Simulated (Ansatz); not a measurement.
# InP: the cost of one run

Program: Ansatz 0.2.0. Level of theory: DFT PBE, scalar-relativistic, plane waves, PAW. These are calculated values, not measurements.

### 1 The starting structure

It takes space group Pm-3m (No. 221, cubic). The conventional cell has a = 5.405 Å, b = 5.405 Å, c = 5.405 Å, α = 90.00°, β = 90.00°, γ = 90.00°. In (site symmetry 4/mmm) is surrounded by 4 P at 2.70 Å. Around P (site symmetry 4/mmm) lie 4 In at 2.70 Å.

Coordinates:

```xyz
6
Lattice="5.4049 0.0000 0.0000 0.0000 5.4049 0.0000 0.0000 0.0000 5.4049" Properties=species:S:1:pos:R:3 pbc="T T T"
In    2.7024    0.0000    0.0000
In    0.0000    2.7024    0.0000
In    0.0000    0.0000    2.7024
P     0.0000    2.7024    2.7024
P     2.7024    0.0000    2.7024
P     2.7024    2.7024    0.0000
```

The cell is invented: random cell by space group and Wyckoff sites (Pm-3m, No. 221). Its size is a rough estimate.

### 2 Probe: one point on a coarse mesh

Contents of input.yaml:

```yaml
crystal:
  lattice:
    - [5.40485984, 0.0, 0.0]
    - [0.0, 5.40485984, 0.0]
    - [0.0, 0.0, 5.40485984]
  atoms:
    - { symbol: In, position: [0.5, 0.0, 0.0] }
    - { symbol: In, position: [0.0, 0.5, 0.0] }
    - { symbol: In, position: [0.0, 0.0, 0.5] }
    - { symbol: P, position: [0.0, 0.5, 0.5] }
    - { symbol: P, position: [0.5, 0.0, 0.5] }
    - { symbol: P, position: [0.5, 0.5, 0.0] }
basis:
  ecutwfc: 420
kpoints:
  mp_grid: { grid: [4, 4, 4] }
hamiltonian:
  xc: pbe
scf:
  occupations: { method: gaussian, width: 0.1 }
  lower_state_search: "off"
output:
  forces: true
  stress: true
  eigenvalues: true
```

Command:

```console
> ansatz run input.yaml --threads 1 --pin off --max-ram 2560MiB --backend cpu --events-out ev --progress --plain --runs-dir out
```

**Question.** How long does this run take on 1 thread of AMD EPYC 7R43 (Zen 3), shared host, and how much memory does it need?

About 3.6 s, with a peak of 0.45 GiB.
